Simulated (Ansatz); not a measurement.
Crystal: Ru.

```xyz
2
Lattice="2.7058 0.0000 0.0000 -1.3529 2.3433 0.0000 0.0000 0.0000 4.2819" Properties=species:S:1:pos:R:3 pbc="T T T"
Ru    1.3529    0.7811    3.2114
Ru    0.0000    1.5622    1.0705
```

| Property | Result |
| --- | --- |
| Program | Ansatz 0.2.0 |
| Task | relaxation of cell and atoms |
| Functional | LDA |
| Potentials or basis | Ansatz PAW |
| Cutoff | 420 eV (not typed: the program's choice for these potentials) |
| k mesh | 11 × 11 × 6 |
| Occupations | fermi-dirac, width 0.05 eV |
| Spin | no spin polarisation |

At the start: volume 13.57 Å³/atom.

Task: How do energy, volume and symmetry change on relaxing?

Result: It ends after 5 steps and the volume is 13.09 Å³/atom (-3.6 %); space group P6_3/mmc (No. 194, to 0.05 Å).

Step by step:
| step | energy change (eV) | largest force (eV/Å) | volume (Å³) |
| --- | --- | --- | --- |
| 1 | 0.0000 | 0.0000 | 27.15 |
| 2 | -0.0384 | 0.0000 | 26.25 |
| 3 | -0.0387 | 0.0000 | 26.17 |
| 4 | -0.0387 | 0.0000 | 26.18 |
| 5 | -0.0385 | 0.0000 | 26.18 |

Final structure:
```
Ru
1.0
     2.67326    0.00000    0.00000
    -1.33663    2.31511    0.00000
     0.00000    0.00000    4.22973
Ru
2
Direct
  0.66667 0.33333 0.75000
  0.33333 0.66667 0.25000
```

Caveat: the plane-wave basis is chosen anew once the cell has moved, so the energies of steps on either side of that aren't comparable; the PAW data sets come from PBE, with cores solved anew for the run's functional, which leaves a small shift of forces and pressure.
